Problem: half a hole in the 5p shell, from xenon to ytterbium

The table comes from spherical, spin-polarised, scalar-relativistic r2SCAN calculations on atoms. In each row half a spin-down electron has been taken out of the full 5p shell, so the state computed is 5p^5.5 with charge +0.5, and the configuration column names the neutral parent. ΔE is the energy of this state less that of the full shell. ε↑ and ε↓ are the 5p eigenvalues of the two spins in the half-emptied state, Z is the nuclear charge, and the nuclear rms radius fixes the Fermi charge distribution. Only in Xe is 5p the outermost shell. From Cs on the hole lies beneath occupied 6s, so these energies belong to inner holes and are not first ionisation energies.

Spherical all-electron atoms from the radks radial solver with Libxc (generalised Kohn-Sham, r2SCAN, scalar-relativistic, spin-polarised, Fermi nuclear charge distribution). The 5p shell holds 3 spin-up and 2.5 spin-down electrons, and other open shells are unpolarised. Energies are relative to the full 5p shell, and the eigenvalues are those of 5p.

```
species   Z               configuration  nuclear rms radius (fm)  energy less that of the fullest case (eV)  spin up eigenvalue (eV)  spin down eigenvalue (eV)
     Xe  54           [Kr] 4d10 5s2 5p6                   4.7859                                     5.2965                  -13.060                    -12.639
     Cs  55                    [Xe] 6s1                   4.8041                                     8.0690                  -18.649                    -18.181
     Ba  56                    [Xe] 6s2                   4.8378                                     10.765                  -24.177                    -23.661
     Pr  59   [Kr] 4d10 4f3 5s2 5p6 6s2                   4.8919                                     12.196                  -27.133                    -26.580
     Nd  60   [Kr] 4d10 4f4 5s2 5p6 6s2                   4.9123                                     12.544                  -27.890                    -27.324
     Pm  61   [Kr] 4d10 4f5 5s2 5p6 6s2                   4.9620                                     12.870                  -28.603                    -28.024
     Sm  62   [Kr] 4d10 4f6 5s2 5p6 6s2                   5.0819                                     13.182                  -29.284                    -28.693
     Eu  63   [Kr] 4d10 4f7 5s2 5p6 6s2                   5.1115                                     13.484                  -29.942                    -29.339
     Tb  65   [Kr] 4d10 4f9 5s2 5p6 6s2                   5.0600                                     14.067                  -31.213                    -30.587
     Dy  66  [Kr] 4d10 4f10 5s2 5p6 6s2                   5.2218                                     14.352                  -31.834                    -31.197
     Ho  67  [Kr] 4d10 4f11 5s2 5p6 6s2                   5.2022                                     14.634                  -32.448                    -31.801
     Er  68  [Kr] 4d10 4f12 5s2 5p6 6s2                   5.2516                                     14.915                  -33.058                    -32.401
     Tm  69  [Kr] 4d10 4f13 5s2 5p6 6s2                   5.2256                                     15.196                  -33.666                    -33.000
     Yb  70  [Kr] 4d10 4f14 5s2 5p6 6s2                   5.3108                                     15.477                  -34.274                    -33.598
```

The differences and ratios used below are listed in the printed output after the text. Nothing is fitted; the one estimate uses Slater's screening rules.

(a) Work out the rise of ΔE per unit of Z along the series and explain its course, including the steps Ba to Pr and Eu to Tb and the behaviour at Eu. Test the explanation with Slater's rules.

Solution. ΔE rises at every step, in two regimes. From Xe to Cs and Cs to Ba it gains 2.77 and 2.70 eV. From Pr to Nd it gains 0.348 eV, and the step then shrinks to 0.281 eV for the last three pairs, about a tenth of the early steps. The rows Ba and Pr are three units of Z apart and Eu and Tb two, so their raw differences must be divided. Eu to Tb gives 0.583/2 ≈ 0.29 eV per unit, which fits between its neighbours 0.302 and 0.285. Ba to Pr gives 1.431/3 = 0.477 eV per unit, which belongs to the slow regime but is its largest value.

The cause is screening, a standard argument that rests on where the added electron sits. Each step adds a proton and an electron. By Gauss's law, spherical charge inside the radius of a 5p electron acts as if it were at the nucleus and cancels the proton, while charge outside exerts no force. In Cs and Ba the new electron enters 6s, which lies largely outside 5p, so it cancels little of the new proton's pull on 5p, which contracts and binds more strongly. The level still falls by much less than a bare proton would give. The mean inverse radius of 5p in full-shell Xe, 0.56 bohr⁻¹, is worth about 15 eV per unit of Z, against about 5.5 eV for ε↓, because the other electrons of the xenon core move inwards and the 6s charge raises the potential inside it. From Pr to Yb it enters 4f, a nodeless orbital that shares the region of the n = 4 shells. The same calculation on full-shell Xe puts the mean radius of 4d at 0.88 bohr and that of 5p at 2.30 bohr, which shows the scale of the separation. A 4f electron therefore cancels most of the proton. The cancellation is incomplete because the tail of 4f reaches into the 5p region and the inner lobes of 5p penetrate inside 4f. This leftover is the main origin of the lanthanide contraction, to which relativity adds a share.

Slater's rules put numbers on this. For a 5p electron a 6s electron screens 0 and an n = 4 electron screens 0.85, so the effective charge Zeff gains 1 per step while 6s fills and 0.15 while 4f fills. The eigenvalue at half removal, −ε↓, approximates the energy to remove a whole electron (the transition-state rule, see part b). With a hydrogen-like binding,

−ε↓ = k·Zeff²

√(−ε↓) = √k · Zeff

the steps in √(−ε↓) should stand as 0.15 to 1, whatever k is. The 6s scale is read from Xe and Ba:

(√23.661 − √12.639)/2 = (4.864 − 3.555)/2 = 0.655 eV^½ per unit of Z

For Pr, three 4f steps beyond Ba and not used in setting the scale,

√(−ε↓) = 4.864 + 3 × 0.15 × 0.655 = 5.159, so −ε↓ ≈ 26.6 eV

against 26.580 eV in the table. The observed ratio for this stretch is 0.148. This is the best case. The ratio is 0.109 for Pr to Nd and falls at every step to 0.079 for Tm to Yb, where the rule is 1.9 times the observed value. The rule also demands equal steps for Xe to Cs and Cs to Ba, and the second is only 0.85 of the first. Theory says why the premise is weak there: charge outside the shell exerts no force but still raises the potential inside by a constant, so a 6s electron does oppose the proton in the energy, and the true unit is below 1. The proportionality also fails in absolute terms: a scale of 0.655 eV^½ per unit would need Zeff ≈ 5.4 in Xe, where Slater's rules give more than 8. So only the ratio of the steps is tested here, starting from the tabulated Ba level, and the close match at Pr is partly luck. The rules give the size of the contrast within a factor of two and miss its drift.

Why the 4f steps shrink is not tested by these numbers. A reasonable guess is that the first 4f electrons are the most extended and screen least well, and that screening improves as 4f itself contracts along the row; this would also account for the high average from Ba to Pr. The plateau at the end is a balance of opposing trends. From Dy on the steps of ΔE, 0.282 and three times 0.281 eV, are equal within the 0.001 eV that rounding allows, yet the square-root ratio is still falling, from 0.082 to 0.079. The step in −ε↓ is 2√(−ε↓) times the step in √(−ε↓), so a growing factor offsets a falling one, but this only restates the plateau and is not its cause. A likely cause is relativity. The scalar-relativistic stabilisation of 5p grows steeply with Z, so its share of each step rises along the row and can make up for the improving 4f screening. These numbers do not separate that share; the same series run without relativity would.

The nuclear radius can be dismissed on the numbers. It jumps by 0.16 fm from Tb to Dy and falls at Eu to Tb, Dy to Ho and Er to Tm, while the steps of ΔE pass through these pairs without a kink; a p electron has almost no density inside the nucleus. The smoothness at Eu is a different matter. Eu lies within 0.0001 eV of a cubic interpolation through Pm, Sm, Tb and Dy, well inside the rounding, but the 4f shell is held unpolarised in all rows. Real Eu has seven parallel 4f spins, whose exchange with 5p would shift the two spin levels in opposite directions and would be strongest at half filling. The setting removes that effect, so the table says nothing about a half-shell feature in nature.

(b) ΔE is less than half of −ε↓ in every row. Derive what the difference measures, check the result on Xe with its full-shell 5p level of −8.585 eV from the same calculation, and say what it means for the functional.

Solution. Let x be the charge removed and ε(x) the spin-down level. Janak's theorem makes the eigenvalue the slope of the energy, dE/dx = −ε(x). Define the curvature C(x) = d²E/dx² = −dε/dx and integrate by parts from 0 to ½:

ΔE = −∫ ε dx = ½(−ε↓) − ∫ x·C(x) dx

s = ½(−ε↓) − ΔE = ∫ x·C(x) dx

For constant C the integral is C/8, so U = 8s is the curvature of the energy, averaged with more weight near half removal. For Xe,

s = 12.639/2 − 5.2965 = 1.023 eV, U = 8.18 eV

The full-shell level gives an independent reading. The level drops from −8.585 to −12.639 eV over half an electron, a mean curvature of 2 × 4.054 = 8.11 eV. The trapezoid rule gives ΔE = (8.585 + 12.639)/4 = 5.306 eV, which is 0.18 % above the tabulated value. Janak's theorem is built into the method, so the agreement shows only that ε(x) is close to a straight line. The small excess of U over the mean, 0.076 eV, is eight times the trapezoid error and so the same fact seen twice: the curvature grows a little as charge is removed, as it should when the shell contracts.

For a straight ε(x) the cost of removing a whole electron is exactly −ε at x = ½, which is the transition-state rule. For Xe this estimate is 12.64 eV. The measured first ionisation energy is roughly 12 eV (a recalled figure) and refers to the lower spin-orbit level of Xe⁺. The splitting is roughly 1.3 eV, also recalled, and the weighted mean of the two levels lies a third of it above the lower one. A calculation without spin-orbit coupling should be set against that mean, which accounts for much of the apparent excess before the functional is blamed.

The exact ground-state energy is a straight line between integer electron numbers, with C = 0 and a constant eigenvalue. Drawn from zero to the transition-state estimate, that line stands at 6.32 eV at half removal, and the computed ΔE sags 1.02 eV, or 16 %, below it. This convexity is delocalisation error: the Hartree repulsion is quadratic in the occupation, and a semilocal exchange-correlation term cancels only part of that. It is also why the full-shell level lies 4.05 eV above the transition-state value and is a poor measure of the ionisation energy. Two limits bite here. The hole is spread evenly over three p orbitals, so the curvature is that of the spherical average and need not equal that of emptying one orbital. And the straight-line theorem concerns ground states, so it applies to Xe alone. For the inner holes U, from 8.17 eV in Cs to 10.58 eV in Yb, remains the curvature of the computed energy, but it has no exact zero to be judged against.

(c) Explain the sign and the growth of the gap ε↓ − ε↑, compare it with U along the series, and predict what neighbouring series would do.

Solution. The gap is positive in every row and grows at every step, from 0.421 eV in Xe to 0.676 eV in Yb. In full-shell Xe the two spins share one level, and on half removal the up level drops by 4.475 eV and the down level by 4.054 eV. Removing charge lowers the Hartree repulsion equally for both spins, which is the bulk of both shifts. Exchange attracts only like spins, so the down electrons also lose part of their exchange binding and fall less. Opposite-spin correlation works the other way on the up level and trims the difference. The gap divided by the imbalance of 0.5 electron, 0.84 eV in Xe and 1.35 eV in Yb, is thus an exchange-correlation stiffness of the 5p shell. It is unrelated to spin-orbit splitting, which is left out and is larger in Xe⁺. It is also no measure of static-correlation error, since that requires moving spin at fixed charge, and the path here changes charge and spin together.

From Pr to Yb the gap grows by 22 % and U by 21 %, and their ratio stays between 0.0632 and 0.0639. A plausible reading is scaling: when a density shrinks without changing shape, Coulomb and exchange integrals over it grow as the inverse of its size, and the incomplete screening of part (a) contracts 5p. The table gives no 5p radii to test this. U is also a relaxed quantity, and the gap of a semilocal functional depends on the total density where 5p sits, which the filling 4f shell changes. The near constancy of the ratio is therefore an observation for r2SCAN and need not hold for other functionals.

The early rows break this pattern. From Xe to Cs the gap grows by 11 %, while U changes from 8.18 to 8.17 eV. That change of −0.012 eV exceeds the rounding but is small beside the 0.076 eV by which two definitions of the curvature differ in Xe, so U is best called flat. From Cs to Ba the gap gains 10 % and U 4 %. From Ba to Pr U gains only 0.08 eV per unit of Z against 0.19 eV from Pr to Nd, while the gap per unit of Z gains 0.012 and 0.013 eV, the same within rounding. The numbers show that U lags behind the gap while 6s fills and again over the stretch from Ba to Pr. Theory supplies a candidate. U is the curvature of the relaxed energy, and relaxation of other shells towards the hole lowers it; a loosely bound shell relaxes most. Such a response changes the potential for both spins nearly alike and cancels in the gap. That the soft 6s shell does this in Cs and Ba, and the newly occupied 4f shell in Pr, is a guess that these numbers do not test. The Cs row carries the added condition that its 6s electron is shared equally between the spins.

The same reasoning carries to neighbouring series. The step per unit of Z depends on how much of the added electron lies inside the shell being probed. Beyond Yb the 5d shell fills; it overlaps 5p in radius, so it should screen worse than 4f and better than 6s, with steps between the two regimes seen here. The 4p shell from Kr through Sr should show the same steep start, followed in the 4d metals by an intermediate slope, with no stretch as flat as that of the lanthanides. A hole in 4d across the lanthanides would deepen faster than the 5p hole, because 4f lies alongside 4d and not inside it. Along ions with the Xe configuration nothing screens the added proton, so the steps should exceed those from Xe to Ba, and with no outer shell to relax U should rise along with the gap from the first step.

That last comparison is the open question. If Cs⁺ and Ba²⁺, treated the same way, keep the ratio of gap to U near the 0.051 of Xe, the flat U from Xe to Cs is the work of the 6s shell; if their ratio climbs as it does in the neutral atoms, the cause lies within the core.

Numerical output:

```
atom  gap[eV]  gap/0.5[eV]  sag=|eps_dn|/2-dE[eV]  U=8*sag[eV] (+-rounding)  gap/U
Xe  0.421  0.842  1.0230  8.184 (+-0.002)  0.0514
Cs  0.468  0.936  1.0215  8.172 (+-0.002)  0.0573
Ba  0.516  1.032  1.0655  8.524 (+-0.006)  0.0605
Pr  0.553  1.106  1.0940  8.752 (+-0.006)  0.0632
Nd  0.566  1.132  1.1180  8.944 (+-0.006)  0.0633
Pm  0.579  1.158  1.1420  9.136 (+-0.006)  0.0634
Sm  0.591  1.182  1.1645  9.316 (+-0.006)  0.0634
Eu  0.603  1.206  1.1855  9.484 (+-0.006)  0.0636
Tb  0.626  1.252  1.2265  9.812 (+-0.006)  0.0638
Dy  0.637  1.274  1.2465  9.972 (+-0.006)  0.0639
Ho  0.647  1.294  1.2665  10.132 (+-0.006)  0.0639
Er  0.657  1.314  1.2855  10.284 (+-0.006)  0.0639
Tm  0.666  1.332  1.3040  10.432 (+-0.006)  0.0638
Yb  0.676  1.352  1.3220  10.576 (+-0.006)  0.0639
steps per unit Z [eV]: pair dZ dE |eps_dn| U gap | ratio to mean 6s step: dE, sqrt|eps_dn| | radius change[fm]
Xe-Cs 1  2.7725 5.542 -0.012 0.0470 | 1.014 1.083 | +0.0182
Cs-Ba 1  2.6960 5.480 +0.352 0.0480 | 0.986 0.917 | +0.0337
Ba-Pr 3  0.4770 0.973 +0.076 0.0123 | 0.174 0.148 | +0.0541
Pr-Nd 1  0.3480 0.744 +0.192 0.0130 | 0.127 0.109 | +0.0204
Nd-Pm 1  0.3260 0.700 +0.192 0.0130 | 0.119 0.102 | +0.0497
Pm-Sm 1  0.3120 0.669 +0.180 0.0120 | 0.114 0.096 | +0.1199
Sm-Eu 1  0.3020 0.646 +0.168 0.0120 | 0.110 0.092 | +0.0296
Eu-Tb 2  0.2915 0.624 +0.164 0.0115 | 0.107 0.087 | -0.0515
Tb-Dy 1  0.2850 0.610 +0.160 0.0110 | 0.104 0.084 | +0.1618
Dy-Ho 1  0.2820 0.604 +0.160 0.0100 | 0.103 0.082 | -0.0196
Ho-Er 1  0.2810 0.600 +0.152 0.0100 | 0.103 0.081 | +0.0494
Er-Tm 1  0.2810 0.599 +0.148 0.0090 | 0.103 0.080 | -0.0260
Tm-Yb 1  0.2810 0.598 +0.144 0.0100 | 0.103 0.079 | +0.0852
rounding limit of one-unit steps from Ba on: dE 0.001, eps 0.001, gap 0.002, U 0.012 eV
mean 6s step: dE 2.734 eV, sqrt|eps_dn| 0.655 eV^0.5; Cs-Ba over Xe-Cs in sqrt form 0.847 (Slater 1)
Slater ratio 4f/6s 0.15; table sqrt ratio 0.148 to 0.079; worst: Slater/table 1.89
rise of dE: Xe-Ba 5.469 eV in 2 units, Ba-Pr 1.431 in 3, Pr-Yb 3.281 in 11
growth Xe-Cs: dE 52.3 %, gap 11.2 %, U -0.1 %
growth Cs-Ba: dE 33.4 %, gap 10.3 %, U 4.3 %
growth Ba-Pr: dE 13.3 %, gap 7.2 %, U 2.7 %
growth Pr-Yb: dE 26.9 %, gap 22.2 %, U 20.8 %
gap/U from Pr to Yb: 0.0632 to 0.0639, spread 1.2 %
Xe trapezoid dE 5.3060 eV, table 5.2965, difference +0.0095 eV (+0.18 %)
Xe level shifts from -8.585 eV: up -4.475, down -4.054 eV
Xe mean curvature 8.108 eV, weighted U 8.184, difference 0.076; U(Cs)-U(Xe) -0.012
Xe straight line at half removal (end from transition state) 6.319 eV, sag 16.2 %
Eu minus cubic interpolation through Pm Sm Tb Dy: dE -0.0001 eV, gap +0.0001 eV
```
